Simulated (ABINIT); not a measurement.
# A GW chain in ABINIT: AgCl (Fm-3m)

Wanted: ground state, empty states, screening and self-energy for AgCl (Fm-3m).

Main program and level: ABINIT 10.8.3; PBE and many-body steps on it, plane waves.

Most raw output is cut from this account.

## 1. The structure

It takes space group Fm-3m (No. 225, cubic). The conventional cell has a = 5.597 Å, b = 5.597 Å, c = 5.597 Å, α = 90.00°, β = 90.00°, γ = 90.00°. Nearest to Ag lie 6 Cl at 2.80 Å. Nearest to Cl lie 6 Ag at 2.80 Å. Farther neighbours and most contacts between anions are not listed.

 The runs that relaxed it are not among those shown.

## 2. Ground state

This step: ABINIT 10.8.3; DFT, PBE, plane waves, norm-conserving pseudopotentials.

The ground-state density comes first.

Contents of run.abi:

```
acell 3*1.0 Angstrom
rprim 
  0.000000000000 2.798500000000 2.798500000000
  2.798500000000 0.000000000000 2.798500000000
  2.798500000000 2.798500000000 -0.000000000000
ntypat 2
znucl 47 17
natom 2
typat 1 2
xred 
  0.000000000000 0.000000000000 0.000000000000
  0.500000000000 0.500000000000 0.500000000000
pp_dirpath "pseudos"
pseudos "Ag.upf, Cl.upf"
ecut 37
ngkpt 6 6 6
nshiftk 1
shiftk 0 0 0
kptopt 1
chksymbreak 0
nband 18
occopt 1
tolvrs 1e-10
nstep 60
prtwf 0
optforces 0
optstress 0
indata_prefix "in"
outdata_prefix "out"
tmpdata_prefix "tmp"
```

The run is started by

```bash
OMP_NUM_THREADS=1 mpirun -n 8 abinit run.abi > log
```

Elapsed: 6.5 s, on 8 MPI ranks of Arm Neoverse V2, shared host; peak memory 0.61 GiB.

Numbers from this step:

```
total energy               : -4665.3464 eV
gap                        : 0.9214 eV
k of the valence top       : 0.5, 0, 0
k of the conduction bottom : 0, 0, 0
least direct gap           : 3.124 eV
```

The gap is indirect, with the least direct gap 2.20 eV higher.

## 3. Bands along the symmetry lines

Levels along a band path, at the cheap level, show where the edges lie and whether the meshes to come will hold them.

Contents of run.abi:

```
acell 3*1.0 Angstrom
rprim 
  0.000000000000 2.798500000000 2.798500000000
  2.798500000000 0.000000000000 2.798500000000
  2.798500000000 2.798500000000 -0.000000000000
ntypat 2
znucl 47 17
natom 2
typat 1 2
xred 
  0.000000000000 0.000000000000 0.000000000000
  0.500000000000 0.500000000000 0.500000000000
pp_dirpath "pseudos"
pseudos "Ag.upf, Cl.upf"
ecut 37
iscf -2
irdden 1
kptopt 0
nkpt 50
kpt 
  0.00000000 0.00000000 0.00000000
  0.06250000 0.00000000 0.06250000
  0.12500000 0.00000000 0.12500000
  0.18750000 0.00000000 0.18750000
  0.25000000 0.00000000 0.25000000
  0.31250000 0.00000000 0.31250000
  0.37500000 0.00000000 0.37500000
  0.43750000 0.00000000 0.43750000
  0.50000000 0.00000000 0.50000000
  0.51562500 0.03125000 0.51562500
  0.53125000 0.06250000 0.53125000
  0.54687500 0.09375000 0.54687500
  0.56250000 0.12500000 0.56250000
  0.57812500 0.15625000 0.57812500
  0.59375000 0.18750000 0.59375000
  0.60937500 0.21875000 0.60937500
  0.62500000 0.25000000 0.62500000
  0.37500000 0.37500000 0.75000000
  0.32812500 0.32812500 0.65625000
  0.28125000 0.28125000 0.56250000
  0.23437500 0.23437500 0.46875000
  0.18750000 0.18750000 0.37500000
  0.14062500 0.14062500 0.28125000
  0.09375000 0.09375000 0.18750000
  0.04687500 0.04687500 0.09375000
  0.00000000 0.00000000 0.00000000
  0.06250000 0.06250000 0.06250000
  0.12500000 0.12500000 0.12500000
  0.18750000 0.18750000 0.18750000
  0.25000000 0.25000000 0.25000000
  0.31250000 0.31250000 0.31250000
  0.37500000 0.37500000 0.37500000
  0.43750000 0.43750000 0.43750000
  0.50000000 0.50000000 0.50000000
  0.50000000 0.46875000 0.53125000
  0.50000000 0.43750000 0.56250000
  0.50000000 0.40625000 0.59375000
  0.50000000 0.37500000 0.62500000
  0.50000000 0.34375000 0.65625000
  0.50000000 0.31250000 0.68750000
  0.50000000 0.28125000 0.71875000
  0.50000000 0.25000000 0.75000000
  0.50000000 0.21875000 0.71875000
  0.50000000 0.18750000 0.68750000
  0.50000000 0.15625000 0.65625000
  0.50000000 0.12500000 0.62500000
  0.50000000 0.09375000 0.59375000
  0.50000000 0.06250000 0.56250000
  0.50000000 0.03125000 0.53125000
  0.50000000 0.00000000 0.50000000
istwfk *1
nband 20
nbdbuf 2
tolwfr 1e-08
nstep 40
prtwf 0
prtvol 0
indata_prefix "in"
outdata_prefix "out"
tmpdata_prefix "tmp"
```

Run time: 9.3 s. Hardware: 8 MPI ranks; peak memory 0.53 GiB.

This step gave:

```yaml
gap: 0.9214 eV
k_of_the_valence_top: 0.5, 0.5, 0.5
k_of_the_conduction_bottom: 0, 0, 0
least_direct_gap: 2.906 eV
```

The gap is 0.921 eV, as in the run before at this level.

Electronic bands along the path, in eV, zero at the top of the highest filled band:

```csv
point,band 10,band 11,band 12,band 13,band 14,band 15,band 16,band 17
Γ,-2.29,-2.20,-2.20,-2.20,0.92,10.72,10.72,10.72
halfway,-2.21,-1.69,-1.69,-1.28,3.37,7.39,8.77,10.11
X,-2.12,-1.88,-1.88,-1.81,2.42,8.01,8.55,11.39
halfway,-1.90,-1.85,-1.71,-1.69,2.77,7.85,8.41,10.80
U,-1.94,-1.77,-1.59,-0.99,3.61,7.25,8.09,9.71
jump to K,-1.94,-1.77,-1.59,-0.99,3.61,7.25,8.09,9.71
halfway,-2.06,-1.64,-1.64,-0.23,3.72,7.32,8.09,8.76
Γ,-2.29,-2.20,-2.20,-2.20,0.92,10.72,10.72,10.72
halfway,-2.17,-1.92,-0.76,-0.76,2.91,7.80,9.14,9.14
L,-1.99,-1.69,0.00,0.00,4.31,6.39,7.67,7.67
halfway,-1.99,-1.75,-0.95,-0.46,4.92,5.71,8.06,8.48
W,-1.91,-1.89,-1.88,-1.12,4.16,7.87,7.87,7.97
halfway,-1.90,-1.88,-1.86,-1.40,3.11,7.84,8.28,9.66
X,-2.12,-1.88,-1.88,-1.81,2.42,8.01,8.55,11.39
```

## 4. Empty states on the mesh, 4×4×4 mesh, 105 bands

The sums over transitions need many empty states on a uniform mesh; this step solves for them.

Contents of run.abi:

```
acell 3*1.0 Angstrom
rprim 
  0.000000000000 2.798500000000 2.798500000000
  2.798500000000 0.000000000000 2.798500000000
  2.798500000000 2.798500000000 -0.000000000000
ntypat 2
znucl 47 17
natom 2
typat 1 2
xred 
  0.000000000000 0.000000000000 0.000000000000
  0.500000000000 0.500000000000 0.500000000000
pp_dirpath "pseudos"
pseudos "Ag.upf, Cl.upf"
ecut 37
ngkpt 4 4 4
nshiftk 1
shiftk 0 0 0
kptopt 1
chksymbreak 0
irdden 1
istwfk *1
nband 105
prtvol 0
optdriver 6
gwr_task "HDIAGO"
paral_kgb 0
occopt 1
indata_prefix "in"
outdata_prefix "out"
tmpdata_prefix "tmp"
```

The job ended after 24 s (8 MPI ranks; peak memory 4.8 GiB; 3.2 min of CPU time).

This step gave:

| Quantity | Value |
| --- | --- |
| gap | 0.9214 eV |
| k of the valence top | 0.5, 0, 0 |
| k of the conduction bottom | 0, 0, 0 |
| least direct gap | 3.124 eV |
| k points computed | 8 |
| lowest point of the top converged band, above the valence top | 81.0613 eV |

On this mesh the gap is 0.921 eV.

## 5. Screening, 4×4×4 mesh, 97 bands, screening to 149.7 eV

The RPA dielectric matrix is built and inverted for each q.

This step: RPA screening on PBE, plane waves, norm-conserving pseudopotentials.

run.abi, as its differences from that of step 4:

```diff
@@ -20,10 +20,11 @@
 chksymbreak 0
-irdden 1
 istwfk *1
-nband 105
-prtvol 0
-optdriver 6
-gwr_task "HDIAGO"
-paral_kgb 0
 occopt 1
+irdwfk 1
+optdriver 3
+nband 97
+ecuteps 5.5
+inclvkb 2
+awtr 1
+symchi 1
 indata_prefix "in"
```

Wall time 10 s (8 MPI ranks); peak memory 1.2 GiB.

This step gave:

- ε∞ with local fields, on this mesh, along the program's q direction: 5.176
- the same without local fields: 5.623
- plasma frequency: 28.60 eV
- plane waves in the screening matrix: 169

Local fields lower ε∞ by 8 %. On a Γ-centred mesh this coarse the value itself is usually too large, while a short band sum pulls it down.

## 6. Self-energy, 4×4×4 mesh, 97 bands, screening to 149.7 eV

The self-energy is evaluated for the states that the input lists, and the levels follow from it, in one-shot runs by the linearised quasiparticle equation.

This step: G0W0 on PBE, plane waves, norm-conserving pseudopotentials.

run.abi, as its differences from that of step 5:

```diff
@@ -23,8 +23,17 @@
 irdwfk 1
-optdriver 3
+optdriver 4
 nband 97
+gwcalctyp 0
+ecutsigx 37
+symsigma 1
+nkptgw 2
+kptgw 
+  0.5000000000 0.0000000000 0.0000000000
+  0.0000000000 0.0000000000 0.0000000000
+bdgw 
+  12 15
+  11 17
 ecuteps 5.5
-inclvkb 2
-awtr 1
-symchi 1
+irdscr 1
+ppmodel 1
 indata_prefix "in"
```

It took 4.2 s on 8 MPI ranks; peak memory 1.3 GiB.

This step gave:

* G0W0 gap on the points computed: 2.13 eV
* starting gap on the mesh: 0.9214 eV
* k of the valence top: 0.5, 0, 0
* k of the conduction bottom: 0, 0, 0
* Z at the valence top: 0.797
* Z at the conduction bottom: 0.83
* least direct G0W0 gap on the computed points: 4.545 eV

The gap on the mesh goes from 0.92 eV to 2.13 eV, a correction of +1.21 eV.

Limits: finite bands, cutoff and mesh; d shell near the gap, gap tends to lie low; no spin-orbit coupling; coarse k mesh. v1 is the top filled band, c1 the lowest empty one. The levels before and after the correction (eV, zero at the valence-band top of each column):

|  | conduction bottom | valence top |
| --- | --- | --- |
| Kohn-Sham | 0.92 | 0.00 |
| G0W0 | 2.13 | 0.00 |

|  | level | energy (eV) |
| --- | --- | --- |
| Kohn-Sham | (0.5 0 0) v2-v1 | 0.000 |
| Kohn-Sham | (0.5 0 0) c1 | 4.314 |
| Kohn-Sham | (0.5 0 0) c2 | 6.391 |
| Kohn-Sham | Γ v3-v1 | -2.203 |
| Kohn-Sham | Γ c1 | 0.921 |
| Kohn-Sham | Γ c2-c4 | 10.719 |
| G0W0 | (0.5 0 0) v2-v1 | 0.000 |
| G0W0 | (0.5 0 0) c1 | 5.382 |
| G0W0 | (0.5 0 0) c2 | 8.079 |
| G0W0 | Γ v3-v1 | -2.415 |
| G0W0 | Γ c1 | 2.130 |
| G0W0 | Γ c2-c4 | 12.336 |

## 7. Where the time went

Times are wall times on 8 MPI ranks of Arm Neoverse V2, shared host, good to a factor of about two.

| step | time | share | memory (GiB) |
| --- | --- | --- | --- |
| ground state | 6.5 s | 12 % | 0.61 |
| bands along the symmetry lines | 9.3 s | 17 % | 0.53 |
| empty states on the mesh | 24 s | 45 % | 4.8 |
| screening | 10 s | 19 % | 1.2 |
| self-energy | 4.2 s | 8 % | 1.3 |

## 8. What came out

```yaml
pbe_gap: 0.92 eV, indirect
g0w0_gap_on_the_mesh: 2.13 eV
gw_settings: 4×4×4 mesh, 97 bands, screening to 149.7 eV, Godby-Needs plasmon pole
known_limits: not at the basis limit; d shell near the gap, gap tends to lie low; no spin-orbit coupling; coarse k mesh
```

What this shows: G0W0 moves the gap on the mesh from 0.92 eV to 2.13 eV (+1.21 eV), with Z of 0.80 and 0.83 at the edges. Local fields lower the RPA ε∞ on this mesh from 5.62 to 5.18; a Γ-centred mesh this coarse tends to raise both, most where the direct gap is narrow, while a short band sum lowers them. Only 2 of the mesh's irreducible points were corrected, so a valley elsewhere could overtake. The dearest step here is «empty states on the mesh». Bands and cutoff are finite, so the gap is not at the basis limit. The miss can reach some tenths of an eV and take either sign; the mesh is an error of its own. In the G0W0 run levels were corrected at 2 k points alone, so a gap called «on the mesh» is the least over those, and an edge elsewhere would be missed. The 4×4×4 mesh is coarse for this cell, which bears on the long-range parts of exchange and screening. A d shell, filled or nearly so, lies near the gap. One-shot GW converges very slowly in bands there, not always from below, and on a semilocal start the gap tends to come out low; starts rich in exact exchange can overshoot instead. The many-body steps are scalar-relativistic: spin-orbit coupling is not in them.

[Paths, hosts, dates, memory and timing lines, banners, echoed tables and standing remarks are left out of the program output.]

[Logs are printed without paths, hosts, clocks, repeated set-up lines and the standing remarks that a program may print on its own settings, such as how far it seeks lower states.]

[Runs of the session that timed out or met a known fault of the program may be left out.]

[Hosts, paths, dates, database ids (printed as entryN), source tags and the programs' standing remarks are cut or masked in the printed files.]

[G0W0 gaps are taken among the corrected bands and points alone; a level outside them can change the order at an edge.]

[Where Ansatz stands beside ABINIT at settings called matched, ABINIT's density can come from a denser mesh and the files from another edition; pairs whose starting gaps differed by over 0.03 eV were left out, so agreement reads better than it is.]
